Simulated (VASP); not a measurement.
Wanted: the native input for a VASP 6.6.1 run.

```
Task                   : relaxation of cell and atoms
Functional             : PBE
Potentials or basis    : VASP PAW PBE potentials, release 64 (Lu)
Cutoff                 : 600 eV
k mesh                 : 10 × 10 × 10
Occupations            : fermi-dirac, width 0.05 eV
Spin                   : no spin polarisation
Further INCAR settings : ALGO = Fast; EDIFF = 1e-07; IBRION = 2; EDIFFG = -0.02; NSW = 60; ISIF = 3
```

The structure of Lu lies in POSCAR:

```
Lu
1.0
   -1.9541071088      1.9541071088      1.9541071088
    1.9541071088     -1.9541071088      1.9541071088
    1.9541071088      1.9541071088     -1.9541071088
Lu
1
Direct
    0.0000000000      0.0000000000      0.0000000000
```

This isn't the form of Lu at room conditions, which is hcp.

One way to write it, as run:

INCAR

```
PREC = Accurate
ENCUT = 600
EDIFF = 1E-7
ISMEAR = -1
SIGMA = 0.05
LREAL = F
LASPH = T
NELM = 60
ALGO = Fast
ISIF = 3
LWAVE = F
LCHARG = F
GGA = PE
IBRION = 2
NSW = 60
EDIFFG = -0.02
```

KPOINTS

```
regular mesh
0
Gamma
  10 10 10
```

Potentials or basis: VASP PAW PBE potentials, release 64 (Lu).

Command:

```sh
$ cat potpaw_PBE.64/Lu/POTCAR > POTCAR
$ mpirun -np 1 vasp_std > vasp.out
```

Results of the run:

The relaxed volume is 30.04 Å³/atom, the relaxed cell is a = 3.392 Å, b = 3.392 Å, c = 3.392 Å, α = 109.47°, β = 109.47°, γ = 109.47° and the space group after relaxing (to 0.05 Å) is Im-3m (No. 229). The energy gained by relaxing is -0.4 meV/atom. The ionic steps are 11. The pressure after relaxing is -0.1 GPa. The band gap on the k mesh is none (metal or under the smearing width).

It took 8.8 min on 1 thread of Intel(R) Xeon(R) Platinum 8488C (Sapphire Rapids), on a shared host, peak memory 0.2 GiB.
